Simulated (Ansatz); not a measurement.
# Te: a ladder of calculations

Cell of run 1: a COD entry, atoms as given.

```yaml
crystal:
  lattice:
    - [4.45800, 0.00000, 0.00000]
    - [-2.22900, 3.86074, 0.00000]
    - [0.00000, 0.00000, 5.92500]
  atoms:
    - { symbol: Te, position: [0.74500, 0.00000, 0.33333] }
    - { symbol: Te, position: [0.00000, 0.74500, 0.66667] }
    - { symbol: Te, position: [0.25500, 0.25500, 0.00000] }
```

Atom numbers follow the list; atoms alike are taken as one site, whose name carries the number of the first.

Relaxed positions (PBE, cell held):

```
CELL_PARAMETERS angstrom
4.45800 0.00000 0.00000
-2.22900 3.86074 0.00000
0.00000 0.00000 5.92500
ATOMIC_POSITIONS crystal
Te 0.72535 0.00000 0.33333
Te 0.00000 0.72535 0.66667
Te 0.27465 0.27465 0.00000
```

All runs are DFT with Ansatz 0.2.0 (plane waves and PAW, scalar-relativistic unless spin–orbit coupling is named, Γ-centred meshes, Fermi–Dirac smearing where given) in this cell.

Run 1: PBE, atoms as given; 420 eV, 8×8×5 k-points, smearing 0.05 eV.
Run 2: PBE, atoms relaxed; 420 eV, 8×8×5 k-points, smearing 0.05 eV.
Run 3: r2SCAN, at the relaxed atoms; 500 eV, 8×8×5 k-points, smearing 0.05 eV.

| run | Te V_zz (η) |
| --- | --- |
| 1 | -59.3 (0.36) |
| 2 | -53.1 (0.30) |
| 3 | ? |

V_zz in 10²¹ V/m².

Q: Estimate the row of run 3.

A: Te: -56.8 (0.31). It lies nearest to run 2, from whose tensors on these sites it differs by 3.77 at most (largest principal value of the difference, on Te). Taken one at a time, the positions of the atoms (as given or relaxed) move the tensors on these sites by up to 6.97 (largest principal value of the change, on Te), the functional (r2SCAN with its higher cutoff) by 3.77 (Te).

Without spin–orbit coupling the gradients at and beside Te can be off by some per cent, at some sites by more. In run 1 the atoms aren't at the calculated equilibrium (largest force 0.62 eV/Å).
